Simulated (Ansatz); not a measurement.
**NaF: a prediction, then the measurements**

Method: DFT PBE, scalar-relativistic, plane waves, PAW in Ansatz.

Plane waves to 420 eV, a k mesh through Γ of 8×8×8 on the computed 2-atom cell and Gaussian smearing (0.02 eV); no spin polarisation.

Relaxed structure:

```
CELL_PARAMETERS angstrom
0.00000 2.34979 2.34979
2.34979 0.00000 2.34979
2.34979 2.34979 0.00000
ATOMIC_POSITIONS crystal
Na 0.00000 0.00000 0.00000
F 0.50000 0.50000 0.50000
```

- Space group: Fm-3m (No. 225)
- Volume per atom: 12.97 Å³
- Formation energy from the elements' standard states (uncorrected): -2.711 eV/atom
- Kohn–Sham band gap: 6.09 eV
- Orbital (Löwdin) character of the top 1 eV of the valence band: F 2p 98 %
- Orbital (Löwdin) character of the lowest 1 eV of the conduction band: Na 3s 76 %, unprojected 19 %
- Bader charge by site (e): Na (1 in the cell) 0.88, F (1 in the cell) -0.88

**Against measurements.**

A measured lattice constant a of NaF is 4.6342 Å (300 K; a printed reference work (data compilation)); the calculated 4.700 Å exceeds it by 1.4 %. The calculation is for 0 K without zero-point motion. Measured band gap of NaF: 11.6 eV (a printed reference work (monograph)). This calculation gives 6.09 eV (-5.51 eV). Kohn–Sham gaps of semilocal functionals fall short of measured ones as a rule.

The cell was reached from a generator's guess, though it ends in a space group that the Crystallography Open Database lists for this formula. Löwdin shares on free-atom orbitals overweight diffuse shells in the empty bands.
